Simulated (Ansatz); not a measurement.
Wanted: the native input for an Ansatz 0.2.0 run.

```
Task                  : relaxation of cell and atoms
Functional            : PBE
Potentials or basis   : Ansatz PAW
Cutoff                : 420 eV (not typed: the program's choice for these potentials)
k mesh                : 8 × 8 × 4
Occupations           : fermi-dirac, width 0.05 eV
Spin                  : no spin polarisation
Target pressure       : 2 GPa
Target pressure (GPa) : 2
```

Crystal: TiTe2.

```
Te Ti
1.0
     3.77700    0.00000    0.00000
    -1.88850    3.27098    0.00000
     0.00000    0.00000    6.49800
Te Ti
2 1
Direct
  0.33333 0.66667 0.73720
  0.66667 0.33333 0.26280
  0.00000 0.00000 0.00000
```

These files were run (other wordings do the same):

input.yaml

```yaml
crystal:
  lattice:
    - [3.777, 0.0, 0.0]
    - [-1.8885, 3.2709779501, 0.0]
    - [0.0, 0.0, 6.498]
  atoms:
    - { symbol: Te, position: [0.3333333333, 0.6666666667, 0.7372] }
    - { symbol: Te, position: [0.6666666667, 0.3333333333, 0.2628] }
    - { symbol: Ti, position: [0.0, 0.0, 0.0] }
hamiltonian:
  xc: pbe
  pseudopotentials: { kind: paw }
kpoints:
  mp_grid: { grid: [8, 8, 4] }
scf:
  occupations: { method: fermi_dirac, width: 0.05 }
output:
  forces: true
  stress: true
  eigenvalues: true
relax:
  f_tol: 0.01
  max_steps: 40
  cell: { stress_tol: 0.05, p_target: 2.0 }
```

Potentials or basis: Ansatz PAW.

Launch:

```sh
$ ansatz run input.yaml --threads 2 --pin off --max-ram 5632MiB --backend cpu --events-out ev --progress --plain --runs-dir out
```

Results of the run:

```
Relaxed volume                                         : 25.98 Å³/atom
Relaxed cell                                           : a = 3.735 Å, b = 3.735 Å, c = 6.452 Å, α = 90.00°, β = 90.00°, γ = 120.00°
Space group after relaxing (to 0.05 Å)                 : P-3m1 (No. 164)
Energy change on relaxing (the enthalpy is what falls) : +6.8 meV/atom
Ionic steps                                            : 4
Pressure after relaxing                                : 2.0 GPa
Largest force after relaxing                           : 0.009 eV/Å
Band gap on the k mesh                                 : none (metal or under the smearing width)
```

Caveat: the plane-wave basis is chosen anew once the cell has moved, so the energies of steps on either side of that aren't comparable; this functional lacks dispersion, which binds the layers, so the pressure and a relaxed spacing across them are unreliable.

Wall time 11 s on 2 threads of Arm Neoverse V2, with other jobs on the host, peak memory 0.41 GiB.
